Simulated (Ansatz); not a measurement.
# HfO2 (Fm-3m) in Ansatz: relaxation of cell and atoms with HSE06

Aim: the relaxation of cell and atoms of HfO2 with HSE06.

All numbers are computed with Ansatz 0.2.0; they aren't measurements. Logs are shortened: lines on timing, memory, paths and dates and some standing lists are left out, and cuts for length are marked.

## (1) The structure

Symmetry: Fm-3m, No. 225, cubic system. The conventional cell has a = 5.115 Å, b = 5.115 Å, c = 5.115 Å, α = 90.00°, β = 90.00°, γ = 90.00°. Hf (site symmetry m-3m) has 8 O at 2.21 Å as nearest neighbours. O (site symmetry -43m) has 4 Hf at 2.21 Å as nearest neighbours.

Measurements of this composition are mostly on another form, of space group No. 14.

## (2) Relaxation of cell and atoms, HSE06

Contents of input:

```
crystal:
  lattice:
    - [0.0, 2.5575, 2.5575]
    - [2.5575, 0.0, 2.5575]
    - [2.5575, 2.5575, 0.0]
  atoms:
    - { symbol: Hf, position: [0.0, 0.0, 0.0] }
    - { symbol: O, position: [0.75, 0.75, 0.75] }
    - { symbol: O, position: [0.25, 0.25, 0.25] }
hamiltonian:
  xc: hse06
  pseudopotentials: { kind: paw }
kpoints:
  mp_grid: { grid: [6, 6, 6] }
scf:
  occupations: { method: fermi_dirac, width: 0.05 }
output:
  forces: true
  stress: true
  eigenvalues: true
relax:
  f_tol: 0.01
  max_steps: 40
  cell: { stress_tol: 0.05 }
```

Potentials or basis: Ansatz PAW.

The log of the run:

```text
GPUs: using 1 of 1 available (devices: 1).
Engine: ansatz 0.2.0, x86_64-unknown-linux-gnu
Pseudopotentials: kind: paw
Pseudopotential: Hf, paw, valence charge 26, recommended cutoff 420 eV (normal), Hf.paw.azcp
Pseudopotential: O, paw, valence charge 6, recommended cutoff 420 eV (normal), O.paw.azcp
Functional definition: HSE06
  parameter a = 0.25
  parameter omega = 0.11/bohr
  exchange = pbe_x - a*pbe_x_sr(omega) + a*exact_x_sr(omega)
  correlation = pbe_c
device memory: the entry about to start is reckoned to put 0.5 GiB on a device that reports 60.4 GiB free (of which the cap on the GPU budget leaves the run 18.0 GiB)
GPU FFT provider: cuFFT
GPU libraries: cuBLAS 13.8.2, cuFFT 12.4.0, cuSOLVER 12.3.4
Crystal: 3 atoms, lattice volume = 33.456 Å³
Basis set: ecut = 420 eV, 645 PW (Γ), exchange–correlation on 50×50×50 points (8 copies of the dense FFT grid, shifted against one another)
Bands: 23, of which v1, the nominal top of the filled ones, is band 19 counted from 1 (18 counted from 0)
Symmetry: 48 space group operations
Space group: Fm-3m (ITA 225), of the structure as read, at distance tolerance 3.2e-5 Å
k-points: 16 of 216
Non-local potential: Hf, projectors of the file, l = 0: 3, l = 1: 2, l = 2: 2, l = 3: 3
Non-local potential: O, projectors of the file, l = 0: 2, l = 1: 2, l = 2: 1
PAW form: soft (Blöchl's): semilocal exchange-correlation on the pseudo side does not see the compensation charge
PAW frozen core: Hf, regenerated for the run's functional, and the local potential with it (the file was generated under x = pbe(κ = 0.804, μ = 0.2195149727645171), c = pbe(β = 0.06672455060314922))
PAW frozen core: O, regenerated for the run's functional, and the local potential with it (the file was generated under x = pbe(κ = 0.804, μ = 0.2195149727645171), c = pbe(β = 0.06672455060314922))
PAW one-centre angular grid: Hf, 590 points (default); XC on 64 Gauss nodes
PAW one-centre angular grid: O, 110 points (default); XC on 96 Gauss nodes
Initial density: superposition of atomic densities (neutral atoms: chi_scale 0, normalization atom), corrected by the library's trained network
Initial wavefunctions: pseudopotential atomic-orbital guess
GPU buffer pool allocated for 15625 grid points (all kernels)
GPU transforms: local potential and band sums: pruned to the plane-wave sphere, on 25×25×25
Functional: x = pbe(κ = 0.804, μ = 0.2195149727645171), c = pbe(β = 0.06672455060314922), warm-up for x = pbe(κ = 0.804, μ = 0.2195149727645171) + 0.25 (exact − pbe) at short range (hse, ω = 0.20786987370883472 Å⁻¹), c = pbe(β = 0.06672455060314922); HSE06 as pw.x's `hse` composes it (authors' and Libxc's form: `xc: wpbeh`)
SCF iter   1: F=—  HF=-16861.410260 eV  |F-HF|=—  |Δ(HF+E_count)|=         —  Δρ=2.08e-3  dr2=7.93e-4  ethr=1.77e-3  ⟨swp⟩=2.0  Hψ=2136  notcnv=0
preconditioner: auto → none  [insulator: Δε(μ)=3.732 eV  Ē_g=18.179 eV  σ=0.050 eV  W_gap=1.00  n_scr=14 (ndim 8)  ℏωp=38.5 eV  f_vac=0.066  D(μ)=0.00/eV (n_scr^D=0)]
SCF iter   2: F=-16861.410860 eV  HF=-16861.410769 eV  |F-HF|=9.06e-5  |Δ(HF+E_count)|=   5.09e-4  Δρ=1.18e-3  dr2=2.39e-4  ethr=2.09e-6  ⟨swp⟩=4.0  Hψ=996  notcnv=0
SCF 1 stopped early in 2 iterations: F = -16861.410860 eV  dr2 = 2.39e-4
device memory: the entry about to start is reckoned to put 1.1 GiB on a device that reports 60.5 GiB free (of which the cap on the GPU budget leaves the run 18.0 GiB)
GPU FFT provider: cuFFT
GPU libraries: cuBLAS 13.8.2, cuFFT 12.4.0, cuSOLVER 12.3.4
Initial density: handed on by an earlier stage of this run
Initial wavefunctions: those handed on with the density
GPU buffer pool allocated for 15625 grid points (all kernels)
GPU transforms: local potential and band sums: pruned to the plane-wave sphere, on 25×25×25
Functional: x = pbe(κ = 0.804, μ = 0.2195149727645171) + 0.25 (exact − pbe) at short range (hse, ω = 0.20786987370883472 Å⁻¹), c = pbe(β = 0.06672455060314922); HSE06 as pw.x's `hse` composes it (authors' and Libxc's form: `xc: wpbeh`)
Exchange kernel: α = 0.2500, screened, ω = 0.2079 Å⁻¹, Wigner–Seitz truncation, v(0) = 1045.7857 eV·Å³, q-mesh 6×6×6, nearest image of the exchange supercell L = 21.70 Å, pair-density grid 15×15×15, without the augmentation charges, whose exchange is taken in its separable form by FFT convolution over the k-point mesh (sized by the pseudopotential files, 20×20×20 at the most), smooth part of the exact exchange by density-matrix convolution in up to 2.77 GiB of GPU memory as planned if the GPU has room (build and FFT work areas not counted)
Frozen-core exchange: fock
[... 257 lines left out ...]
preconditioner: auto → none  [insulator: Δε(μ)=5.416 eV  Ē_g=21.598 eV  σ=0.050 eV  W_gap=1.00  n_scr=14 (ndim 8)  ℏωp=39.2 eV  f_vac=0.064  D(μ)=0.00/eV (n_scr^D=0)]
iter 2 solved again at ethr=3.01e-9 eV; its pass at ethr=4.65e-8 eV (dr2=1.15e-6 eV) is discarded
SCF iter   2: F=—  HF=-16861.628812 eV  |F-HF|=—  |Δ(HF+E_count)|=   8.97e-6  Δρ=6.80e-5  dr2=6.80e-6  ethr=3.01e-9  ⟨swp⟩=2.4  Hψ=1674  notcnv=0
SCF iter   3: F=—  HF=-16861.629020 eV  |F-HF|=—  |Δ(HF+E_count)|=   2.08e-4  Δρ=1.59e-4  dr2=4.46e-6  ethr=3.01e-9  ⟨swp⟩=4.3  Hψ=1255  notcnv=0
SCF iter   4: F=-16861.629016 eV  HF=-16861.629016 eV  |F-HF|=8.36e-8  |Δ(HF+E_count)|=   4.34e-6  Δρ=2.42e-5  dr2=1.67e-7  ethr=3.01e-9  ⟨swp⟩=4.0  Hψ=1180  notcnv=0
SCF 19 stopped early in 4 iterations: F = -16861.629016 eV  dr2 = 1.67e-7
hybrid outer 1: dexx = +2.134e-4 eV, tail = 4.61e-6 eV
[... 42 lines left out ...]
SCF iter   6: F=-16861.628648 eV  HF=-16861.628648 eV  |F-HF|=6.55e-11  |Δ(HF+E_count)|=  5.75e-10  Δρ=6.12e-7  dr2=8.16e-11  ethr=1.00e-12  ⟨swp⟩=2.0  Hψ=1465  notcnv=0
SCF 22 stopped early in 6 iterations: F = -16861.628648 eV  dr2 = 8.16e-11
hybrid outer 1: dexx = +8.252e-7 eV, tail = 2.49e-9 eV
GPU FFT provider: cuFFT
GPU libraries: cuBLAS 13.8.2, cuFFT 12.4.0, cuSOLVER 12.3.4
GPU buffer pool allocated for 13824 grid points (all kernels)
GPU transforms: local potential and band sums: pruned to the plane-wave sphere, on 24×24×24
Exchange kernel: α = 0.2500, screened, ω = 0.2079 Å⁻¹, Wigner–Seitz truncation, v(0) = 1045.6139 eV·Å³, q-mesh 6×6×6, nearest image of the exchange supercell L = 21.45 Å, pair-density grid 15×15×15, without the augmentation charges, whose exchange is taken in its separable form by FFT convolution over the k-point mesh (sized by the pseudopotential files, 20×20×20 at the most), smooth part of the exact exchange by density-matrix convolution in up to 2.74 GiB of GPU memory as planned if the GPU has room (build and FFT work areas not counted)
Frozen-core exchange: fock
SCF iter   1: F=—  HF=-16861.628648 eV  |F-HF|=—  |Δ(HF+E_count)|=         —  Δρ=1.26e-6  dr2=3.26e-10  ethr=3.27e-11  ⟨swp⟩=12.5  Hψ=1260  notcnv=0
preconditioner: auto → none  [insulator: Δε(μ)=5.413 eV  Ē_g=21.601 eV  σ=0.050 eV  W_gap=1.00  n_scr=14 (ndim 8)  ℏωp=39.2 eV  f_vac=0.064  D(μ)=0.00/eV (n_scr^D=0)]
SCF iter   2: F=-16861.628648 eV  HF=-16861.628648 eV  |F-HF|=3.64e-12  |Δ(HF+E_count)|=  9.09e-11  Δρ=1.47e-7  dr2=3.74e-12  ethr=1.00e-12  ⟨swp⟩=3.3  Hψ=803  notcnv=0
SCF 23 converged in 2 iterations: F = -16861.628648 eV  dr2 = 3.74e-12
  Residual-converged pass: ⟨swp⟩=4.6  Hψ=1199  notcnv=0  max |occ|·‖R‖ = 9.4e-9 eV (tolerance 1.0e-8 eV)  dr2=2.81e-12  dr2_onsite=2.27e-13  max |Δocc| = 0.0e0
hybrid outer 2: dexx = +1.705e-11 eV, tail = 9.11e-12 eV, Δε = 1.08e-5 eV (about 1.10e-6 eV left of the loop's levels)
relax step   7: F+E_penalty+E_count = -16861.62864784 eV  Δ(F+E_penalty+E_count) = +3.741e-4 eV  max|allowed force component| = 1.581e-17 eV/Å  Δτ_max = 0.0000 Å  P = -0.007 GPa  Ω = 32.315 Å³  stress off target by 6.63e-3 GPa  SCF on the basis re-selected at this cell (its energy is not comparable with the rows above)  (8 SCF iters)
basis re-selected at this cell: Δ(F+E_penalty+E_count) = +3.741e-4 eV, ΔP = -0.006 GPa vs the last step (what re-selecting the basis moved, of the pressure what is left beyond the Pulay correction that the steps carried, after the strain that the cell walked since its last selection, with what the two solves' SCF thresholds leave and, on support functions, any second-order correction that the steps lacked; it is no measure of the basis error at this ecutwfc). This SCF's stress stands 6.63e-3 GPa from its target on what of the cell is left free (relax.cell.stress_tol is 5.00e-2 GPa) and its largest allowed force component is 1.58e-17 eV/Å (relax.f_tol is 1.00e-2 eV/Å): within both
hybrid SCF converged: 2 outer / 8 inner (+0 warm-up), last move |dexx| = 1.71e-11 eV, tail = 9.11e-12 eV
Stability not checked: this state was not tested for a lower state beside it, because the functional holds exact exchange (a hybrid, or Hartree-Fock), whose exchange loop this test does not read (fock_operator; see scf.lower_state_search)
Free energy (F): -16861.628648 eV
Frozen-core exchange: fock
Harris-Foulkes:  -16861.628648 eV  (|F-HF|=3.64e-12)
Internal energy: -16861.628648 eV  (E = F + TS)
E sigma→0 (E₀):  -16861.628648 eV
Fermi energy:    17.890821 eV
--- Per-component energies (eV) ---
  E_band       = -38.960138
  E_kinetic    = 770.755434
  E_local      = -5700.837925  (includes V_loc(G=0)·N_el)
  E_nonlocal   = -1164.613143
  E_hartree    = 2616.781084
  E_xc         = -354.890533
  E_vxc        = -359.670372  (∫ρ·V_xc dr)
  E_exx        = -154.708428  (= α·E_x^exact, valence–valence)
  E_paw        = -7167.444063  (= ΣΔE_a)
  E_vpaw       = 1491.255553  (= ΣTr[D̂ρ^β])
  E_aug_tail   = 0.004964  (compensation charges beyond the density's cutoff)
  E_ewald      = -5707.774740
  E_core_change = 1.098702  (= ΣΔE_core)
  E_smearing   = -0.000000  (= −TS)
  E_closure    = -0.000001  (closes the sum)
  Σ components = -16861.628648   (vs F -16861.628648, Δ=3.64e-12)
--- Forces (eV/Å), atoms counted from 1 ---
  atom   1  Hf    -0.00000000    -0.00000000    -0.00000000
  atom   2  O     -0.00000000    -0.00000000    -0.00000000
  atom   3  O      0.00000000     0.00000000     0.00000000
  max |Σ_I F_I| component: 1.16e-18 eV/Å
--- Stress (GPa, compression-positive) ---
       -0.006629      -0.000000      -0.000000
       -0.000000      -0.006629      -0.000000
       -0.000000      -0.000000      -0.006629
  P = ⅓ Tr σ = -0.0066 GPa (-0.066 kbar)
--- Band table (eV; the first three rows and the last of 16) ---
  k-point 0: bands = ["-48.4949", "-15.6190", "-15.6190", "-15.6190", "-5.3440", "-2.3567", "1.6166", "1.6166", "1.6166", "1.6769", "1.6769", "1.6769", "1.9285", "9.3259", "9.3259", "9.3259", "14.5041", "14.5041", "14.5041", "20.7572", "20.7572", "22.6303", "27.7795"]
  k-point 1: bands = ["-48.4905", "-15.7722", "-15.6358", "-15.6358", "-4.9481", "-2.5916", "1.6214", "1.6214", "1.6245", "1.6690", "1.6690", "1.6771", "1.8397", "9.6141", "9.6141", "10.1159", "13.7226", "14.0391", "14.0391", "21.2235", "21.2235", "23.5854", "26.5605"]
  k-point 2: bands = ["-48.4817", "-16.0565", "-15.6690", "-15.6690", "-4.2475", "-2.8946", "1.6275", "1.6275", "1.6417", "1.6586", "1.6586", "1.6774", "1.7299", "10.2028", "10.2028", "11.5755", "12.4325", "13.3711", "13.3711", "21.6275", "21.6275", "23.7384", "26.6733"]
  k-point 15: bands = ["-48.4713", "-16.1170", "-15.8968", "-15.7836", "-3.3703", "-3.1030", "1.6230", "1.6402", "1.6464", "1.6485", "1.6510", "1.6611", "1.6896", "8.8153", "10.4095", "11.8506", "12.9042", "13.6094", "15.0137", "21.3181", "22.4039", "23.8260", "24.5186"]
--- Relaxed structure (5 steps of the walk, 5 accepted, 2 SCFs on fresh bases) ---
  F+E_penalty+E_count = -16861.62864784 eV   max|allowed force component| = 1.581e-17 eV/Å   (the final SCF, on the basis selected at the relaxed cell)
  cell:  # Å, volume = 32.3147 Å³
    - [1.3056890834294948e-34, 2.52807612724258, 2.52807612724258]
    - [2.52807612724258, -2.675070317270185e-34, 2.52807612724258]
    - [2.52807612724258, 2.52807612724258, 3.50306827261572e-35]
  atoms:
    - { symbol: Hf, position: [-9.367712352435793e-36, 5.6998942020694776e-36, 1.6215089433201942e-35] }
    - { symbol: O, position: [0.7499999999999999, 0.7499999999999999, 0.7499999999999999] }
    - { symbol: O, position: [0.24999999999999997, 0.24999999999999997, 0.24999999999999997] }
```

Wall time 2.3 min (1 × NVIDIA H100 80GB HBM3 with 2 threads of AMD EPYC 7R13 (Zen 3), shared host); peak memory 2.1 GiB.

What came out:

```
Free energy                            : -16861.6286 eV
Relaxed volume                         : 10.77 Å³/atom
Relaxed cell                           : a = 3.575 Å, b = 3.575 Å, c = 3.575 Å, α = 60.00°, β = 60.00°, γ = 60.00°
Space group after relaxing (to 0.05 Å) : Fm-3m (No. 225)
Energy gained by relaxing              : 10.6 meV/atom
Ionic steps                            : 7
Pressure after relaxing                : 0.0 GPa
Band gap on the k mesh                 : 5.41 eV, direct
```

The path:
| step | energy change (eV) | largest force (eV/Å) | volume (Å³) |
| --- | --- | --- | --- |
| 1 | 0.0000 | 0.0000 | 33.46 |
| 2 | -0.0346 | 0.0000 | 32.02 |
| 3 | -0.0359 | 0.0000 | 32.36 |
| 4 | -0.0360 | 0.0000 | 32.34 |
| 5 | -0.0321 | 0.0000 | 32.34 |
| 6 | -0.0322 | 0.0000 | 32.31 |
| 7 | -0.0319 | 0.0000 | 32.31 |

Final structure:
```xyz
3
Lattice="0.0000 2.5281 2.5281 2.5281 0.0000 2.5281 2.5281 2.5281 0.0000" Properties=species:S:1:pos:R:3 pbc="T T T"
Hf    0.0000    0.0000    0.0000
O     3.7921    3.7921    3.7921
O     1.2640    1.2640    1.2640
```

Levels at points of the mesh, in eV from the valence-band top:
| k point | band 15 | band 16 | band 17 | band 18 | band 19 | band 20 | band 21 | band 22 | band 23 |
| --- | --- | --- | --- | --- | --- | --- | --- | --- | --- |
| (0.00, 0.00, 0.00) | -5.86 | -5.86 | -0.68 | -0.68 | -0.68 | 5.58 | 5.58 | 7.45 | 12.60 |
| (0.00, 0.00, -0.50) | -4.70 | -3.34 | -2.96 | -2.02 | -2.02 | 6.37 | 6.37 | 8.86 | 10.66 |
| (0.00, -0.50, -0.50) | -3.81 | -3.81 | -1.69 | -1.69 | 0.00 | 5.41 | 7.42 | 8.47 | 10.07 |

Caveat: the plane-wave basis is chosen anew once the cell has moved, so the energies of steps on either side of that aren't comparable; the pressure holds a Pulay correction of +0.7 GPa for the finite cutoff; spin-orbit coupling is left out, which moves the levels of the heavy elements; the PAW data sets come from PBE, with cores solved anew for the run's functional, which leaves a small shift of forces and pressure. A k mesh can miss the band edges.
